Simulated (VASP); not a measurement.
Write the native input for VASP 6.6.1 that does the following.

| Quantity | Value |
| --- | --- |
| Task | relaxation of cell and atoms |
| Functional | r2SCAN |
| Potentials or basis | VASP PAW PBE potentials, release 64 (Ga_d, As) |
| Cutoff | 600 eV |
| k mesh | 10 × 10 × 10 |
| Occupations | gaussian, width 0.03 eV |
| Spin | no spin polarisation |
| Further INCAR settings | ALGO = Normal; EDIFF = 1e-07; IBRION = 2; EDIFFG = -0.005; NSW = 90; ISIF = 3 |

The structure of GaAs lies in POSCAR:

```
GaAs                                    
1.0
   -0.0000000000      2.8347133399      2.8347133399
    2.8347133399      0.0000000000      2.8347133399
    2.8347133399      2.8347133399      0.0000000000
  Ga              As            
     1     1
Direct
     0.0000000000000000    0.0000000000000000    0.0000000000000000
     0.2500000000000000    0.2500000000000000    0.2500000000000000
```

These files were run (other wordings do the same):

INCAR

```
ALGO     = Normal         # electronic algorithm
EDIFF    = 1E-7           # SCF threshold, eV
EDIFFG   = -0.005         # ionic threshold
ENCUT    = 600            # plane-wave cutoff, eV
IBRION   = 2              # ionic algorithm
ISIF     = 3              # what is computed and relaxed
ISMEAR   = 0              # smearing method
LASPH    = T              # aspherical terms in the spheres
LCHARG   = F              # write CHGCAR
LMIXTAU  = T            
LREAL    = F              # projectors in reciprocal space
LWAVE    = F              # write WAVECAR
METAGGA  = R2SCAN         # meta-GGA
NELM     = 80             # most SCF steps
NSW      = 90             # ionic steps
PREC     = Accurate       # precision mode
SIGMA    = 0.03           # smearing width, eV
```

KPOINTS

```
k-points
0
Gamma
  10 10 10
```

Potentials or basis: VASP PAW PBE potentials, release 64 (Ga_d, As).

Run with:

```bash
$ cat potpaw_PBE.64/Ga_d/POTCAR potpaw_PBE.64/As/POTCAR > POTCAR
$ mpirun -np 1 vasp_std > vasp.out
```

It gave:

```yaml
Pressure_after_relaxing: 0.0 GPa
Band_gap_on_the_k_mesh: 0.93 eV, direct
```

Caveat: the relaxation stopped at its first step, so nothing moved; the PAW data sets were made with another functional, which shifts forces and pressure a little.

Wall time 58 s on 1 thread of Intel(R) Xeon(R) 6975P-C (Granite Rapids) (shared host), peak memory 0.21 GiB.
